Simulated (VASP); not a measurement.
# CdSe (P6_3mc) in VASP: further runs

Runs on CdSe. Level: PBE. Tasks: single point.

All numbers are computed with VASP 6.6.1; they aren't measurements. Logs are shortened: lines on timing, memory, paths and dates and some standing lists are left out, and cuts for length are marked.

**Experimental background.**

A printed reference work, data compilation reports, for a bulk crystal of CdSe at 2 K: band gap 1.841 eV.

The runs below are set against these values where they give the same quantity.

## (1) The cell of the first run

It takes space group P6_3mc (No. 186, hexagonal). Conventional cell: a = 4.357 Å, b = 4.357 Å, c = 7.112 Å, α = 90.00°, β = 90.00°, γ = 120.00°. Cd (site symmetry 3m) has 4 Se at 2.64 to 2.74 Å within 3.5 Å. Within 3.5 Å of Se (site symmetry 3m) lie 4 Cd at 2.64 to 2.74 Å.

## (2) Single point, PBE

Contents of INCAR:

```
  ALGO = Normal
  EDIFF = 1E-6
  ENCUT = 500
  GGA = PE
  GGA_COMPAT = False
  ISIF = 2
  ISMEAR = -1
  LASPH = True
  LCHARG = False
  LREAL = False
  LWAVE = False
  NBANDS = 26
  NELM = 120
  PREC = Accurate
  SIGMA = 0.05
```

Contents of KPOINTS:

```
k-points
0
Gamma
  6 6 4
```

Contents of POSCAR:

```
CdSe
1.0
    4.3565854364      0.0000000000      0.0000000000
   -2.1782927182      3.7729136655      0.0000000000
    0.0000000000      0.0000000000      7.1123790148
Cd Se
2 2
Direct
    0.3333333333      0.6666666667      0.0000000000
    0.6666666667      0.3333333333      0.5000000000
    0.3333333333      0.6666666667      0.3850000000
    0.6666666667      0.3333333333      0.8850000000
```

Potentials or basis: VASP PAW PBE potentials, release 64 (Cd, Se).

Command:

```bash
> cat potpaw_PBE.64/Cd/POTCAR potpaw_PBE.64/Se/POTCAR > POTCAR
> mpirun -np 1 vasp_std > vasp.out
```

OUTCAR:

```text
EDIFF = 1E-6
   ENCUT = 500
   GGA = PE
   ISIF = 2
   ISMEAR = -1
   LASPH = True
   LREAL = False
   NELM = 120
   PREC = Accurate

 ion  position               nearest neighbor table
   1  0.333  0.667  0.000-   4 2.64   4 2.64   4 2.64   3 2.74
   2  0.667  0.333  0.500-   3 2.64   3 2.64   3 2.64   4 2.74
   3  0.333  0.667  0.385-   2 2.64   2 2.64   2 2.64   1 2.74
   4  0.667  0.333  0.885-   1 2.64   1 2.64   1 2.64   2 2.74

  LATTYP: Found a hexagonal cell.
 ALAT       =     4.3565854364
 C/A-ratio  =     1.6325581395

  Lattice vectors:

 A1 = (   4.3565854364,   0.0000000000,   0.0000000000)
 A2 = (  -2.1782927182,   3.7729136655,   0.0000000000)
 A3 = (   0.0000000000,   0.0000000000,   7.1123790148)

Analysis of symmetry for initial positions (statically):
=====================================================================
 Subroutine PRICEL returns:
 Original cell was already a primitive cell.

 Routine SETGRP: Setting up the symmetry group for a
 hexagonal supercell.

 Subroutine GETGRP returns: Found 12 space group operations
 (whereof  6 operations were pure point group operations)
 out of a pool of 24 trial point group operations.

The static configuration has the point symmetry C_3v.
 The point group associated with its full space group is C_6v.

Analysis of symmetry for dynamics (positions and initial velocities):
=====================================================================
 Subroutine PRICEL returns:
 Original cell was already a primitive cell.

 Routine SETGRP: Setting up the symmetry group for a
 hexagonal supercell.

 Subroutine GETGRP returns: Found 12 space group operations
 (whereof  6 operations were pure point group operations)
 out of a pool of 24 trial point group operations.

The dynamic configuration has the point symmetry C_3v.
 The point group associated with its full space group is C_6v.

 Subroutine INISYM returns: Found 12 space group operations
 (whereof  6 operations are pure point group operations),
 and found     1 'primitive' translations

----------------------------------------------------------------------------------------

                                     Primitive cell

  volume of cell :     116.9063

  direct lattice vectors                    reciprocal lattice vectors
     4.356585436  0.000000000  0.000000000     0.229537562  0.132523573  0.000000000
    -2.178292718  3.772913665  0.000000000     0.000000000  0.265047146  0.000000000
     0.000000000  0.000000000  7.112379015     0.000000000  0.000000000  0.140599931

  length of vectors
     4.356585436  4.356585440  7.112379015     0.265047146  0.265047146  0.140599931

  position of ions in fractional coordinates (direct lattice)
     0.333333333  0.666666667  0.000000000
     0.666666667  0.333333333  0.500000000
     0.333333333  0.666666667  0.385000000
     0.666666667  0.333333333  0.885000000

  ion indices of the primitive-cell ions
   primitive index   ion index
                 1           1
                 2           2
                 3           3
                 4           4

----------------------------------------------------------------------------------------

 KPOINTS: k-points

Automatic generation of k-mesh.
 Grid dimensions read from file:
 generate k-points for:    6    6    4

 Generating k-lattice:

  Cartesian coordinates                     Fractional coordinates (reciprocal lattice)
     0.038256260  0.022087262  0.000000000     0.166666667  0.000000000  0.000000000
     0.000000000  0.044174524  0.000000000     0.000000000  0.166666667  0.000000000
     0.000000000  0.000000000  0.035149983     0.000000000  0.000000000  0.250000000

  Length of vectors
     0.044174524  0.044174524  0.035149983

  Shift w.r.t. Gamma in fractional coordinates (k-lattice)
     0.000000000  0.000000000  0.000000000

 Subroutine IBZKPT returns following result:
 ===========================================

 Found     21 irreducible k-points:

 Following reciprocal coordinates:
            Coordinates               Weight
  0.000000  0.000000  0.000000      1.000000
  0.166667  0.000000  0.000000      6.000000
  0.333333  0.000000  0.000000      6.000000
  0.500000  0.000000  0.000000      3.000000
  0.166667  0.166667  0.000000      6.000000
  0.333333  0.166667  0.000000     12.000000
[... 13 lines left out ...]
  0.333333  0.166667  0.500000     12.000000
  0.333333  0.333333  0.500000      2.000000
   k-points           NKPTS =     21   k-points in BZ     NKDIM =     21   number of bands    NBANDS=     26
   number of dos      NEDOS =    301   number of ions     NIONS =      4
   total plane-waves  NPLWV =  55296
   dimension x,y,z NGX =    32 NGY =   32 NGZ =   54
   dimension x,y,z NGXF=    64 NGYF=   64 NGZF=  108
   ions per type =               2   2
   NGX,Y,Z   is equivalent  to a cutoff of  12.21, 12.21, 12.62 a.u.
   NGXF,Y,Z  is equivalent  to a cutoff of  24.42, 24.42, 25.24 a.u.
 SYSTEM =  unknown system
   PREC   = accura    normal or accurate (medium, high low for compatibility)
   ISTART =      0    job   : 0-new  1-cont  2-samecut
   ICHARG =      2    charge: 1-file 2-atom 10-const
   ISPIN  =      1    spin polarized calculation?
   LNONCOLLINEAR =      F non collinear calculations
   LSORBIT =      F    spin-orbit coupling
   LASPH  =      T    aspherical Exc in radial PAW
   ENCUT  =  500.0 eV  36.75 Ry    6.06 a.u.   7.94  7.94 12.97*2*pi/ulx,y,z
   NELM   =    120;   NELMIN=  2; NELMDL= -5     # of ELM steps
   EDIFF  = 0.1E-05   stopping-criterion for ELM
   LREAL  =      F    real-space projection
   EDIFFG = 0.1E-04   stopping-criterion for IOM
   NSW    =      0    number of steps for IOM
   IBRION =     -1    ionic relax: 0-MD 1-quasi-New 2-CG
   NFREE  =      0    steps in history (QN), initial steepest desc. (CG)
   ISIF   =      2    stress and relaxation
   ISYM   =      2    0-nonsym 1-usesym 2-fastsym
   POTIM  = 0.5000    time-step for ionic-motion
   TEBEG  =    0.0;   TEEND  =   0.0 temperature during run
   PSTRESS=    0.0 pullay stress
   NELECT =      36.0000    total number of electrons
   NUPDOWN=      -1.0000    fix difference up-down
   EMIN   =  10.00;   EMAX   =-10.00  energy-range for DOS
   EFERMI =   0.00;   METHOD = LEGACY
   ISMEAR =    -1;   SIGMA  =   0.05  broadening in eV -4-tet -1-fermi 0-gaus
   EFERMI_NEDOS =   21; number of points for ismear=-14 and -15
   IALGO  =     38    algorithm
   IMIX   =      4    mixing-type and parameters
     AMIX     =   0.40;   BMIX     =  1.00
     AMIX_MAG =   1.60;   BMIX_MAG =  1.00
  volume/ion in A,a.u.               =      29.23       197.23
  Fermi-wavevector in a.u.,A,eV,Ry     =   1.105511  2.089113 16.628417  1.222154
  Thomas-Fermi vector in A             =   2.241999
   LORBIT       =      0    0 simple, 1 ext, 2 COOP (PROOUT), +10 PAW based schemes
   GGA     = PE    functional components
   LHFCALC =     F    Hartree Fock is set to
   AEXX    =    0.0000 exact exchange contribution
   IVDW    =     0    specifies the selected vdW correction
   LEPSILON=     F    determine dielectric tensor
   LRPA    =     F    only Hartree local field effects (RPA)
 non-spin polarized calculation
  energy-cutoff  :      500.00
  volume of cell :      116.91
 maximum number of plane-waves:      3000
 NGX is ok and might be reduce to    32
   NGX = 15   NGY = 15   NGZ = 25

 number of electron      36.0000004 magnetization

 Free energy of the ion-electron system (eV)
  ---------------------------------------------------
  ext. energy  EPLUGINS =         0.00000000
  ---------------------------------------------------
  free energy    TOTEN  =       -10.96409184 eV

  energy without entropy =      -10.96404952  energy(sigma->0) =      -10.96407068

 E-fermi :   0.9740     XC(G=0):  -8.7041

 val. band max:        0.6325761840   @ k =   0.0000   0.0000   0.0000
 cond. band min:       1.2488931552   @ k =   0.0000   0.0000   0.0000
 fundamental gap:      0.6163169711
 Fermi energy:         0.9740007566

 k-point     1 :       0.0000    0.0000    0.0000
  band No.  band energies     occupation
      1     -11.7467      2.00000
      2     -11.4136      2.00000
      3      -7.1776      2.00000
      4      -7.1776      2.00000
      5      -7.1276      2.00000
      6      -7.1276      2.00000
[... 18 lines left out ...]
     25       7.5795      0.00000
     26       8.2089      0.00000

 k-point     2 :       0.1667    0.0000    0.0000
  band No.  band energies     occupation
      1     -11.6698      2.00000
      2     -11.3769      2.00000
      3      -7.1468      2.00000
      4      -7.1319      2.00000
      5      -7.0889      2.00000
      6      -7.0884      2.00000
[... 18 lines left out ...]
     25       7.7966      0.00000
     26       8.1989      0.00000

 k-point     3 :       0.3333    0.0000    0.0000
  band No.  band energies     occupation
      1     -11.5031      2.00000
      2     -11.3140      2.00000
      3      -7.0947      2.00000
      4      -7.0848      2.00000
      5      -7.0103      2.00000
      6      -6.9808      2.00000
[... 18 lines left out ...]
     25       8.4568      0.00000
     26       8.6963      0.00000

 k-point     4 :       0.5000    0.0000    0.0000
  band No.  band energies     occupation
      1     -11.4038      2.00000
      2     -11.2975      2.00000
      3      -7.0757      2.00000
      4      -7.0730      2.00000
      5      -6.9729      2.00000
      6      -6.9221      2.00000
[... 18 lines left out ...]
     25       8.4344      0.00000
     26      10.0778      0.00000
[... 409 lines left out ...]
      1     -11.4332      2.00000
      2     -11.4332      2.00000
      3      -7.0777      2.00000
      4      -7.0777      2.00000
      5      -7.0499      2.00000
      6      -7.0499      2.00000
[... 18 lines left out ...]
     25       8.1602      0.00000
     26       8.1602      0.00000

 k-point    20 :       0.3333    0.1667    0.5000
  band No.  band energies     occupation
      1     -11.3454      2.00000
      2     -11.3454      2.00000
      3      -7.0355      2.00000
      4      -7.0355      2.00000
      5      -7.0188      2.00000
      6      -7.0188      2.00000
[... 18 lines left out ...]
     25       8.5485      0.00000
     26       8.5485      0.00000

 k-point    21 :       0.3333    0.3333    0.5000
  band No.  band energies     occupation
      1     -11.3169      2.00000
      2     -11.3169      2.00000
      3      -7.0195      2.00000
      4      -7.0195      2.00000
      5      -7.0077      2.00000
      6      -7.0077      2.00000
[... 18 lines left out ...]
     25       9.2392      0.00000
     26       9.2393      0.00000

------------------------ aborting loop because EDIFF is reached ----------------------------------------

  FORCE on cell =-STRESS in cart. coord.  units (eV):
  Direction    XX          YY          ZZ          XY          YZ          ZX
  --------------------------------------------------------------------------------------
  -------------------------------------------------------------------------------------
  Total        1.2732882      1.2732882      0.0687774      0.0000000      0.0000000      0.0000000
  in kB       17.4501560     17.4501560      0.9425800      0.0000000      0.0000000      0.0000000
  external PRESSURE =      11.9476307 kB  Pullay stress =       0.0000000 kB

 VOLUME and BASIS-vectors are now :
 -----------------------------------------------------------------------------
  energy-cutoff  :      500.00
  volume of cell :      116.91
      direct lattice vectors                 reciprocal lattice vectors
     4.356585436  0.000000000  0.000000000     0.229537562  0.132523573  0.000000000
    -2.178292718  3.772913665  0.000000000     0.000000000  0.265047146  0.000000000
     0.000000000  0.000000000  7.112379015     0.000000000  0.000000000  0.140599931

 POSITION                                       TOTAL-FORCE (eV/Angst)
 -----------------------------------------------------------------------------------
     -0.00000      2.51528      0.00000        -0.000000      0.000000      0.252717
      2.17829      1.25764      3.55619         0.000000      0.000000      0.252717
     -0.00000      2.51528      2.73827         0.000000      0.000000     -0.252717
      2.17829      1.25764      6.29446         0.000000      0.000000     -0.252717
 -----------------------------------------------------------------------------------
    total drift:                               -0.000000     -0.000000     -0.000475

  FREE ENERGIE OF THE ION-ELECTRON SYSTEM (eV)
  ---------------------------------------------------
  free  energy   TOTEN  =       -10.9640918439 eV

  energy  without entropy=      -10.9640495190  energy(sigma->0) =      -10.96407068
```

Run time: 90 s. Hardware: 1 thread of AMD EPYC 7R13, shared host; peak memory 0.21 GiB.

Results:

```
Free energy            : -10.9641 eV
Pressure               : 1.2 GPa
Largest force          : 0.253 eV/Å
Band gap on the k mesh : 0.62 eV
```

Forces in eV/Å, atoms in the order of the input:
```
Cd   0.000  0.000  0.253
Cd   0.000  0.000  0.253
Se   0.000  0.000 -0.253
Se   0.000  0.000 -0.253
```

Levels at points of the mesh, in eV from the valence-band top:
```tsv
k point	band 15	band 16	band 17	band 18	band 19	band 20	band 21	band 22
(0.00, 0.00, 0.00)	-0.67	0.00	0.00	0.00	0.62	2.07	5.87	5.87
(0.50, 0.00, 0.00)	-2.39	-1.73	-1.14	-0.77	3.15	3.30	4.82	6.02
(0.00, 0.00, 0.50)	-0.35	-0.35	-0.35	-0.35	2.26	2.26	5.77	5.77
(0.50, 0.00, 0.50)	-1.28	-1.28	-1.20	-1.20	2.97	2.97	4.78	4.78
```

A hybrid or GW would open this gap; PBE tends to underestimate it.

## (3) Single point, PBE

This run uses another cell than the first one, of 30.35 Å³/atom.

Contents of INCAR:

```
SYSTEM = CdSe
ALGO = Normal
EDIFF = 1E-6
ENCUT = 500
GGA = PE
GGA_COMPAT = .False.
ISIF = 2
ISMEAR = -1
LASPH = .True.
LCHARG = .True.
LELF = .True.
LREAL = .False.
LVHAR = .True.
LWAVE = .False.
NBANDS = 26
NELM = 120
PREC = Accurate
SIGMA = 0.05
```

Contents of KPOINTS:

```
k-points
0
Gamma
  6 6 4
  0 0 0
```

Contents of POSCAR:

```
CdSe
1.0
    4.4117379424      0.0000000000      0.0000000000
   -2.2058689712      3.8206771368      0.0000000000
    0.0000000000      0.0000000000      7.2024186874
Cd Se
2 2
Direct
    0.3333333333      0.6666666667      0.0000000000
    0.6666666667      0.3333333333      0.5000000000
    0.3333333333      0.6666666667      0.3850000000
    0.6666666667      0.3333333333      0.8850000000
```

Potentials or basis: VASP PAW PBE potentials, release 64 (Cd, Se).

Command:

```bash
> cat potpaw_PBE.64/Cd/POTCAR potpaw_PBE.64/Se/POTCAR > POTCAR
> mpirun -np 1 vasp_std > vasp.out
```

Wall time 83 s (1 thread of AMD EPYC 7R13, shared host); peak memory 0.21 GiB.

Results (log left out):

```yaml
Free_energy: -10.9728 eV
Pressure: -0.5 GPa
Largest_force: 0.219 eV/Å
Band_gap_on_the_k_mesh: 0.53 eV
```

Forces in eV/Å, atoms in the order of the input:
```
Cd   0.000  0.000  0.219
Cd   0.000  0.000  0.219
Se   0.000  0.000 -0.219
Se   0.000  0.000 -0.219
```

Stress tensor (GPa, compression positive):
```
-0.12  0.00  0.00
 0.00 -0.12  0.00
 0.00  0.00 -1.37
```

Levels at points of the mesh, in eV from the valence-band top:
```csv
k point,band 15,band 16,band 17,band 18,band 19,band 20,band 21,band 22
"(0.00, 0.00, 0.00)",-0.63,-0.01,-0.01,0.00,0.53,2.02,5.86,5.86
"(0.50, 0.00, 0.00)",-2.25,-1.62,-1.06,-0.73,3.06,3.29,4.82,5.88
"(0.00, 0.00, 0.50)",-0.33,-0.33,-0.33,-0.33,2.17,2.17,5.71,5.71
"(0.50, 0.00, 0.50)",-1.20,-1.20,-1.12,-1.12,2.93,2.93,4.76,4.76
```

## (4) Single point, PBE

This run uses another cell than the first one, of 31.47 Å³/atom.

Contents of INCAR:

```
SYSTEM = CdSe
PREC = Accurate ; ENCUT = 500
EDIFF = 1E-6 ; ISMEAR = -1
SIGMA = 0.05 ; LREAL = .False.
LASPH = .True. ; NELM = 120
ALGO = Normal ; ISIF = 2
LWAVE = .False. ; LCHARG = .False.
GGA = PE ; NBANDS = 26
GGA_COMPAT = .False.
```

Contents of KPOINTS:

```
Automatic mesh
0
Gamma
  6 6 4
  0 0 0
```

Contents of POSCAR:

```
CdSe
1.0
    4.4655449276      0.0000000000      0.0000000000
   -2.2327724638      3.8672753529      0.0000000000
    0.0000000000      0.0000000000      7.2902617190
Cd Se
2 2
Direct
    0.3333333333      0.6666666667      0.0000000000
    0.6666666667      0.3333333333      0.5000000000
    0.3333333333      0.6666666667      0.3850000000
    0.6666666667      0.3333333333      0.8850000000
```

Command:

```bash
> cat potpaw_PBE.64/Cd/POTCAR potpaw_PBE.64/Se/POTCAR > POTCAR
> mpirun -np 1 vasp_std > vasp.out
```

It took 1.9 min on 1 thread of AMD EPYC 7R13, shared host; peak memory 0.25 GiB.

The run converged. Its results:

```yaml
Free_energy: -10.9376 eV
Pressure: -1.9 GPa
Largest_force: 0.188 eV/Å
Band_gap_on_the_k_mesh: 0.44 eV
```

Forces in eV/Å, atoms in the order of the input:
```
Cd   0.000  0.000  0.188
Cd   0.000  0.000  0.188
Se   0.000  0.000 -0.188
Se   0.000  0.000 -0.188
```

Stress tensor (GPa, compression positive):
```
-1.63  0.00  0.00
 0.00 -1.63  0.00
 0.00  0.00 -2.54
```

Levels at points of the mesh, in eV from the valence-band top:
```csv
k point,band 16,band 17,band 18,band 19,band 20,band 21
"(0.00, 0.00, 0.00)",-0.02,-0.02,0.00,0.44,1.96,5.84
"(0.50, 0.00, 0.00)",-1.52,-0.98,-0.69,2.97,3.26,4.82
"(0.00, 0.00, 0.50)",-0.32,-0.32,-0.32,2.08,2.08,5.64
"(0.50, 0.00, 0.50)",-1.13,-1.05,-1.05,2.88,2.88,4.74
```

As with any semilocal functional, this PBE gap is likely too small.

## (5) Summary

```tsv
cell	gap on the mesh (eV)	pressure (GPa)	largest force (eV/Å)
a = 4.357, b = 4.357, c = 7.112 Å, angles 90.0, 90.0, 120.0°, 4 atoms	0.62	1.2	0.25
a = 4.412, b = 4.412, c = 7.202 Å, angles 90.0, 90.0, 120.0°, 4 atoms	0.53	-0.5	0.22
a = 4.466, b = 4.466, c = 7.290 Å, angles 90.0, 90.0, 120.0°, 4 atoms	0.44	-1.9	0.19
```

Alike in all rows: task single point; level PBE; potentials or basis VASP PAW PBE potentials, release 64 (Cd, Se); no spin polarisation; k mesh 6 × 6 × 4; cutoff (eV) 500; smearing fermi-dirac 0.05 eV.

Absolute energies hang on the potentials; compare differences alone.

## (6) Against experiment

Step 3. A measured gap of CdSe is 1.841 eV (2 K; a printed reference work, data compilation); the calculated 0.53 eV misses it by -1.31 eV. So large a miss can be the level of theory's own, or it may mean another phase, state or a wrong row. Spin-orbit coupling on Cd, Se is left out. The value is that of PBE, without temperature or zero-point motion. Semilocal functionals fall short of measured gaps as a rule.
